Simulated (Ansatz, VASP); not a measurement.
KBr in VASP and in Ansatz

INCAR

```
ALGO = Normal
EDIFF = 1E-6
ENCUT = 520
ISIF = 2
ISMEAR = 0
LASPH = True
LCHARG = True
LELF = True
LREAL = False
LVHAR = True
LWAVE = False
NBANDS = 15
NELM = 100
PREC = Accurate
SIGMA = 0.01
```

KPOINTS

```
k-points
0
Gamma
  6 6 6
```

POSCAR

```
KBr
1.0
    0.0000000000      3.2034910789      3.2034910789
    3.2034910789      0.0000000000      3.2034910789
    3.2034910789      3.2034910789      0.0000000000
K Br
1 1
Direct
    0.0000000000      0.0000000000      0.0000000000
    0.5000000000      0.5000000000      0.5000000000
```

Input for Ansatz:

```yaml
crystal:
  lattice:
    - [0.0, 3.20349107888, 3.20349107888]
    - [3.20349107888, 0.0, 3.20349107888]
    - [3.20349107888, 3.20349107888, 0.0]
  atoms:
    - { symbol: K, position: [0.0, 0.0, 0.0] }
    - { symbol: Br, position: [0.5, 0.5, 0.5] }
kpoints:
  mp_grid: { grid: [6, 6, 6] }
scf:
  occupations: { method: fixed }
  convergence: { dr2_threshold: 1.0e-10 }
hamiltonian:
  xc: lda
  pseudopotentials: { kind: all_electron, lapw: { basis_error: 0.0005 } }
output:
  forces: true
  stress: true
  eigenstates:
    kpoints:
      - [0.0, 0.0, 0.0]
      - [-0.5, 0.0, -0.5]
      - [0.0, -0.5, -0.5]
      - [-0.5, -0.5, 0.0]
      - [-0.5, 0.0, 0.0]
      - [0.0, -0.5, 0.0]
      - [0.0, 0.0, -0.5]
      - [-0.5, -0.5, -0.5]
  eigenvalues: true
```

Alike in both runs: task single point; functional LDA; k mesh 6 × 6 × 6; no spin polarisation.

|  | VASP | Ansatz |
| --- | --- | --- |
| version | VASP 6.6.1 | Ansatz 0.2.0 |
| potentials or method | VASP PAW LDA potentials, release 64 (K_sv, Br) | all-electron LAPW, scalar-relativistic |
| plane-wave cutoff (eV) | 520 | see its input |
| occupations | gaussian, width 0.01 eV | fixed |

Ansatz gave:

```
gap on the k mesh at the Fermi level (eV) : 4.27
pressure (GPa)                            : -0.3
```

**Question.** What did VASP give for the same quantities?

**Answer.** gap on the k mesh at the Fermi level (eV): 4.28; pressure (GPa): -0.2.

Ansatz ran all-electron here, so the differences hold the error of VASP's frozen core and of both bases.

A hybrid or GW would open this gap; LDA tends to underestimate it.
